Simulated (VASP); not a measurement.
Runs of VASP 6.6.1 on Fe. Symmetry: Im-3m, No. 229, cubic system. The conventional cell has a = 2.886 Å, b = 2.886 Å, c = 2.886 Å, α = 90.00°, β = 90.00°, γ = 90.00°. Fe (site symmetry m-3m) is surrounded by 8 Fe at 2.50 Å. 

```tsv
cell	target pressure	gap on the mesh (eV)	pressure (GPa)	moment (μB)
relaxed to 30 GPa	30 GPa	none	30.0	(a)
relaxed to 2 GPa	2 GPa	none	2.0	2.12
relaxed	-	none	0.0	2.12
relaxed to 20 GPa	20 GPa	none	20.0	1.98
relaxed to 5 GPa	5 GPa	none	5.0	2.11
```

Alike in all rows: task relaxation of cell and atoms; level PBEsol; potentials or basis VASP PAW PBE potentials, release 64 (Fe); spin collinear, ferromagnetic start; k mesh 10 × 10 × 10; cutoff (eV) 600; smearing fermi-dirac 0.05 eV.

Estimate the missing entries.

(a) 1.92.

Caveats: the PAW data sets were made with another functional, which shifts forces and pressure a little; the cell is relaxed towards a set pressure, so the enthalpy falls and the energy may rise (some runs).

A gap of «none» marks a metal or a gap under the smearing width.

Runs at the PBE level aren't shown here.
